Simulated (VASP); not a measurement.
# ZnSe in VASP: one cell, several levels of theory, part 2 of 2

VASP 6.6.1, plane waves, PAW. The steps go on from the part before.

## Step 3: Single point with r2SCAN

Contents of INCAR:

```
ENCUT = 520.000000
SIGMA = 0.010000
EDIFF = 1.00e-07
ALGO = Normal
METAGGA = R2SCAN
PREC = Accurate
IBRION = -1
ISIF = 2
ISMEAR = 0
NBANDS = 16
NELM = 120
NSW = 0
LASPH = .TRUE.
LCHARG = .FALSE.
LWAVE = .FALSE.
LREAL = .FALSE.
```

Contents of KPOINTS:

```
KPOINTS created by Atomic Simulation Environment
0
Gamma
8 8 8
0 0 0
```

Contents of KPOINTS_OPT:

```
special points
6
Reciprocal
0.0000000000 0.0000000000 0.0000000000 1
-0.5000000000 -0.5000000000 0.0000000000 1
-0.3750000000 -0.3750000000 0.2500000000 1
-0.3750000000 0.0000000000 0.3750000000 1
0.0000000000 0.0000000000 0.5000000000 1
-0.5000000000 -0.2500000000 0.2500000000 1
```

Contents of POSCAR:

```
Zn Se
 1.0000000000000000
     0.0000000000000000    2.7757722707000001    2.8980852750000001
     2.7757722707000001    0.0000000000000000    2.8980852750000001
     2.7757722707000001    2.7757722707000001    0.0000000000000000
 Zn  Se
   1   1
Cartesian
  0.0000000000000000  0.0000000000000000  0.0000000000000000
  1.3878861353500000  1.3878861353500000  1.4490426374999998
```

Command:

```sh
mpirun -np 1 vasp_std
```

Standard output, without the iteration lines:

```text
POSCAR found type information on POSCAR ZnSe
 POSCAR found :  2 types and       2 ions
 -----------------------------------------------------------------------------
|                                                                             |
|                                                                             |
|     You enforced a specific xc type in the INCAR file but a different       |
|     I HOPE YOU KNOW WHAT YOU ARE DOING!                                     |
|                                                                             |
 -----------------------------------------------------------------------------

 LDA part: xc-table for (None), standard interpolation
 POSCAR, INCAR and KPOINTS ok, starting setup
 FFT: planning ... GRIDC
 FFT: planning ... GRID_SOFT
 FFT: planning ... GRID
 WAVECAR not read
 entering main loop
 Start KPOINTS_OPT (optional k-point list driver)
k-point batch [1-6\6]
```

OSZICAR:

```text
N       E                     dE             d eps       ncg     rms          rms(c)
DAV:   1     0.675105120330E+02    0.67511E+02   -0.89835E+03  1896   0.132E+03
DAV:   2    -0.220907401379E+02   -0.89601E+02   -0.84339E+02  2168   0.260E+02
DAV:   3    -0.276288931667E+02   -0.55382E+01   -0.55195E+01  2288   0.637E+01
DAV:   4    -0.276696548905E+02   -0.40762E-01   -0.40759E-01  2360   0.591E+00
DAV:   5    -0.276698210739E+02   -0.16618E-03   -0.16618E-03  2360   0.333E-01    0.520E+00
DAV:   6    -0.249135752774E+02    0.27562E+01   -0.13210E+00  1960   0.324E+01    0.480E+00
DAV:   7    -0.248837770436E+02    0.29798E-01   -0.30736E-01  2400   0.879E+00    0.228E+00
DAV:   8    -0.248972456712E+02   -0.13469E-01   -0.34568E-02  2336   0.172E+00    0.545E-01
DAV:   9    -0.248989600745E+02   -0.17144E-02   -0.42393E-03  2480   0.150E+00    0.891E-02
DAV:  10    -0.248990824619E+02   -0.12239E-03   -0.95980E-04  2320   0.398E-01    0.556E-02
DAV:  11    -0.248990598849E+02    0.22577E-04   -0.40725E-04  2528   0.466E-01    0.463E-02
DAV:  12    -0.248990447410E+02    0.15144E-04   -0.13111E-04  2344   0.284E-01    0.775E-03
DAV:  13    -0.248990517310E+02   -0.69900E-05   -0.12516E-05  2544   0.662E-02    0.511E-03
DAV:  14    -0.248990503626E+02    0.13684E-05   -0.31193E-06  2328   0.328E-02    0.101E-03
DAV:  15    -0.248990512781E+02   -0.91544E-06   -0.12649E-07  1600   0.661E-03    0.218E-04
DAV:  16    -0.248990511626E+02    0.11549E-06   -0.37045E-08  1056   0.223E-03    0.409E-04
DAV:  17    -0.248990512529E+02   -0.90378E-07   -0.60753E-09  1024   0.115E-03
   1 F= -.24899051E+02 E0= -.24899051E+02  d E =-.311806E-21
       N       E                     dE             ncg
DAV:   1     0.154701470809E+04   -0.34729E+04      192
DAV:   2     0.101618983004E+04   -0.53082E+03      200
DAV:   3     0.981167017772E+03   -0.35023E+02      256
DAV:   4     0.980903828592E+03   -0.26319E+00      224
DAV:   5     0.980902754535E+03   -0.10741E-02      272
DAV:   6     0.980902746393E+03   -0.81422E-05      232
DAV:   7     0.980902746310E+03   -0.82781E-07      256
```

OUTCAR, selected sections:

```text
k-points           NKPTS =     59   k-points in BZ     NKDIM =     59   number of bands    NBANDS=     16

   NELECT =      18.0000    total number of electrons

   dimension x,y,z NGX =    30 NGY =   30 NGZ =   30
   dimension x,y,z NGXF=    60 NGYF=   60 NGZF=   60

  energy-cutoff  :      520.00
  volume of cell :       44.66
      direct lattice vectors                 reciprocal lattice vectors
     0.000000000  2.775772271  2.898085275    -0.180130051  0.180130051  0.172527705
     2.775772271  0.000000000  2.898085275     0.180130051 -0.180130051  0.172527705
     2.775772271  2.775772271  0.000000000     0.180130051  0.180130051 -0.172527705

 k-points in reciprocal lattice and weights: KPOINTS created by Atomic Simulation Env
   0.00000000  0.00000000  0.00000000       0.002
   0.12500000  0.00000000  0.00000000       0.016
   0.25000000  0.00000000  0.00000000       0.016
   0.37500000  0.00000000  0.00000000       0.016
   0.50000000  0.00000000  0.00000000       0.008
   0.12500000  0.12500000  0.00000000       0.004
   0.25000000  0.12500000  0.00000000       0.016
   0.37500000  0.12500000  0.00000000       0.016
[... 51 more k-points ...]

 E-fermi :   1.5835

 k-point     1 :       0.0000    0.0000    0.0000
  band No.  band energies     occupation
      1     -12.3745      2.00000
      2      -5.3133      2.00000
      3      -5.2921      2.00000
      4      -5.2921      2.00000
      5      -4.8782      2.00000
      6      -4.8711      2.00000
      7       1.3408      2.00000
      8       1.5212      2.00000
      9       1.5212      2.00000
     10       3.4043      0.00000
     11       7.7760      0.00000
     12       7.7761      0.00000
     13       7.7990      0.00000
     14      12.1293      0.00000
     15      13.0849      0.00000
     16      13.9387      0.00000

 k-point     2 :       0.1250    0.0000    0.0000
  band No.  band energies     occupation
      1     -12.2665      2.00000
      2      -5.3006      2.00000
      3      -5.2803      2.00000
      4      -5.2740      2.00000
      5      -4.8785      2.00000
      6      -4.8736      2.00000
      7       0.1907      2.00000
      8       1.2333      2.00000
      9       1.3766      2.00000
     10       4.3250      0.00000
     11       7.6876      0.00000
     12       8.0552      0.00000
     13       8.0775      0.00000
     14      12.3544      0.00000
     15      13.0201      0.00000
     16      13.0705      0.00000

 k-point     3 :       0.2500    0.0000    0.0000
  band No.  band energies     occupation
      1     -11.9854      2.00000
      2      -5.2583      2.00000
      3      -5.2332      2.00000
      4      -5.2266      2.00000
      5      -4.8753      2.00000
      6      -4.8734      2.00000
      7      -1.6219      2.00000
      8       0.8628      2.00000
      9       1.0657      2.00000
     10       4.7808      0.00000
     11       8.2482      0.00000
     12       8.5119      0.00000
     13       8.7127      0.00000
     14      12.2909      0.00000
     15      12.6051      0.00000
     16      12.9779      0.00000

 k-point     4 :       0.3750    0.0000    0.0000
  band No.  band energies     occupation
      1     -11.6688      2.00000
      2      -5.2247      2.00000
      3      -5.1985      2.00000
      4      -5.0227      2.00000
      5      -4.8688      2.00000
      6      -4.8572      2.00000
      7      -3.1557      2.00000
      8       0.5407      2.00000
      9       0.7935      2.00000
     10       4.6221      0.00000
     11       8.2658      0.00000
     12       8.5748      0.00000
     13      10.1202      0.00000
     14      12.5691      0.00000
     15      13.6342      0.00000
     16      13.8580      0.00000

 k-point     5 :       0.5000    0.0000    0.0000
  band No.  band energies     occupation
      1     -11.5245      2.00000
      2      -5.2147      2.00000
      3      -5.1866      2.00000
      4      -4.8630      2.00000
      5      -4.8523      2.00000
      6      -4.7137      2.00000
      7      -3.9586      2.00000
      8       0.4170      2.00000
      9       0.6891      2.00000
     10       4.5243      0.00000
     11       8.1835      0.00000
     12       8.5092      0.00000
     13      10.6071      0.00000
     14      13.2441      0.00000
     15      15.1741      0.00000
     16      15.4919      0.00000

 k-point     6 :       0.1250    0.1250    0.0000
  band No.  band energies     occupation
      1     -12.2378      2.00000
      2      -5.3192      2.00000
      3      -5.2587      2.00000
      4      -5.2587      2.00000
      5      -4.8911      2.00000
      6      -4.8646      2.00000
      7       0.1163      2.00000
      8       1.0987      2.00000
      9       1.0988      2.00000
     10       4.7214      0.00000
     11       7.0826      0.00000
     12       8.4844      0.00000
     13       8.4845      0.00000
     14      11.0515      0.00000
     15      13.3765      0.00000
     16      14.1537      0.00000

 k-point     7 :       0.2500    0.1250    0.0000
  band No.  band energies     occupation
      1     -12.0193      2.00000
      2      -5.2973      2.00000
      3      -5.2167      2.00000
      4      -5.2155      2.00000
      5      -4.8970      2.00000
      6      -4.8601      2.00000
      7      -1.1830      2.00000
      8       0.6693      2.00000
      9       0.7228      2.00000
     10       5.4788      0.00000
     11       7.0590      0.00000
     12       8.7908      0.00000
     13       9.1412      0.00000
     14      10.9577      0.00000
     15      13.8383      0.00000
     16      14.3654      0.00000

 k-point     8 :       0.3750    0.1250    0.0000
  band No.  band energies     occupation
      1     -11.7106      2.00000
      2      -5.2363      2.00000
      3      -5.1774      2.00000
      4      -5.0985      2.00000
      5      -4.8794      2.00000
      6      -4.8568      2.00000
      7      -2.6549      2.00000
      8       0.1357      2.00000
      9       0.4699      2.00000
     10       5.5002      0.00000
     11       7.6325      0.00000
     12       9.2626      0.00000
     13       9.3171      0.00000
     14      12.4129      0.00000
     15      13.8976      0.00000
     16      14.4168      0.00000

 k-point     9 :       0.5000    0.1250    0.0000
  band No.  band energies     occupation
      1     -11.4943      2.00000
      2      -5.2110      2.00000
      3      -5.1624      2.00000
      4      -4.8918      2.00000
      5      -4.8602      2.00000
      6      -4.7495      2.00000
      7      -3.7131      2.00000
      8      -0.2662      2.00000
      9       0.4520      2.00000
     10       5.3935      0.00000
     11       7.6781      0.00000
     12       9.0748      0.00000
     13      10.6314      0.00000
     14      13.2442      0.00000
     15      14.6397      0.00000
     16      15.2417      0.00000

 k-point    10 :      -0.3750    0.1250    0.0000
  band No.  band energies     occupation
      1     -11.5328      2.00000
      2      -5.2091      2.00000
      3      -5.1740      2.00000
      4      -4.9381      2.00000
      5      -4.8761      2.00000
      6      -4.7916      2.00000
      7      -3.4625      2.00000
      8      -0.3873      2.00000
      9       0.6725      2.00000
     10       5.4192      0.00000
     11       7.9289      0.00000
     12       8.8721      0.00000
     13      10.2087      0.00000
     14      13.2354      0.00000
     15      13.3587      0.00000
     16      15.6677      0.00000

 k-point    11 :      -0.2500    0.1250    0.0000
  band No.  band energies     occupation
      1     -11.7947      2.00000
      2      -5.2318      2.00000
      3      -5.2093      2.00000
      4      -5.1679      2.00000
      5      -4.8890      2.00000
      6      -4.8441      2.00000
      7      -2.2046      2.00000
      8      -0.1634      2.00000
      9       1.0335      2.00000
     10       5.5264      0.00000
     11       8.0432      0.00000
     12       8.6731      0.00000
     13       8.9182      0.00000
     14      11.8619      0.00000
     15      13.4809      0.00000
     16      14.5648      0.00000

 k-point    12 :      -0.1250    0.1250    0.0000
  band No.  band energies     occupation
      1     -12.0938      2.00000
      2      -5.2836      2.00000
      3      -5.2523      2.00000
      4      -5.2492      2.00000
      5      -4.8854      2.00000
      6      -4.8646      2.00000
      7      -0.7577      2.00000
      8       0.4475      2.00000
      9       1.3428      2.00000
     10       5.1466      0.00000
     11       7.3594      0.00000
     12       8.2334      0.00000
     13       8.8670      0.00000
     14      11.9060      0.00000
     15      12.8810      0.00000
     16      14.1125      0.00000

[... the tables of k-points 13 to 59 left out ...]

  Total        0.5226794      0.5226794      0.0369137      0.0000000      0.0000000      0.0000000
  in kB       18.7515482     18.7515482      1.3243088      0.0000000      0.0000000      0.0000000
  external PRESSURE =      12.9424684 kB  Pullay stress =       0.0000000 kB

 POSITION                                       TOTAL-FORCE (eV/Angst)
 -----------------------------------------------------------------------------------
      0.00000      0.00000      0.00000         0.000000      0.000000      0.000000
      1.38789      1.38789      1.44904        -0.000000     -0.000000     -0.000000
 -----------------------------------------------------------------------------------
    total drift:                                0.000030      0.000030      0.000009

  FREE ENERGIE OF THE ION-ELECTRON SYSTEM (eV)
  ---------------------------------------------------
  free  energy   TOTEN  =       -24.8990512529 eV

  energy  without entropy=      -24.8990512529  energy(sigma->0) =      -24.89905125
```

Hardware: 1 MPI rank of Intel Xeon Platinum 8488C, shared host.

The levels at the points of KPOINTS_OPT are read from vasprun.xml.

Near the gap, in eV above the top of the last filled band v; c is the band after it:

| point | v−1 | v | c | c+1 |
| --- | --- | --- | --- | --- |
| Γ | 0.00 | 0.00 | 1.88 | 6.25 |
| X | -2.19 | -2.19 | 3.39 | 4.10 |
| U | -3.30 | -1.78 | 4.14 | 6.30 |
| K | -3.29 | -2.02 | 3.81 | 5.91 |
| L | -1.10 | -0.83 | 3.00 | 6.66 |
| W | -2.93 | -2.86 | 5.88 | 6.21 |

Gap with r2SCAN: 1.88 eV, direct (Γ). The pressure is 1.29 GPa; the forces vanish within 0.01 eV/Å.

## Step 4: What came out

What follows sums up all 2 parts.

| level | gap (eV) | pressure (GPa) | Ansatz: gap (eV) | Ansatz: pressure (GPa) |
| --- | --- | --- | --- | --- |
| PBE | 1.30 | 3.62 | 1.30 | 3.37 |
| r2SCAN | 1.88 | 1.29 | 1.88 | 1.17 |

**Reading.** The gap runs from 1.30 eV (PBE) to 1.88 eV (r2SCAN). At this one volume the pressure spans 1.3 GPa (r2SCAN) to 3.6 GPa (PBE): PBE wants the largest cell and r2SCAN the smallest. The two programs agree on the gap within 0.02 eV, far less than the spread between functionals. Each program uses its own PAW datasets and cutoff. VASP's cell holds 18 valence electrons and Ansatz's 28.
